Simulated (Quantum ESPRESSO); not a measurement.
Runs of Quantum ESPRESSO 7.5 on Ca. The cell holds a slab with vacuum, 4 atoms: a = 3.846 Å, b = 3.846 Å, c = 24.563 Å, α = 90.00°, β = 90.00°, γ = 113.94°. The slab is cut from a database's or a generator's crystal, which needn't be the stable form of the element.

```tsv
level	form of the LDA correlation	gap on the mesh (eV)	largest force (eV/Å)	work function (eV)
revPBE	-	none	0.04	(c)
PW91	-	none	0.11	(a)
AM05	-	none	0.11	2.93
LDA	PZ81	none	0.22	3.07
RPBE	-	none	0.04	2.93
PBE	-	none	0.08	2.98
PBEsol	-	none	0.13	(b)
WC	-	none	0.13	3.00
```

Alike in all rows: task work function; potentials or basis SG15 PBE 1.2; no spin polarisation; cell as given; k mesh 6 × 6 × 1; cutoff (eV) 925; smearing fermi-dirac 0.05 eV.

Q: Estimate the missing entries.

A: (a) 2.99; (b) 3.02; (c) 2.92.

Caveats: the potentials were made for another functional, which shifts forces and pressure (some runs).

A gap of «none» marks a metal or a gap under the smearing width.
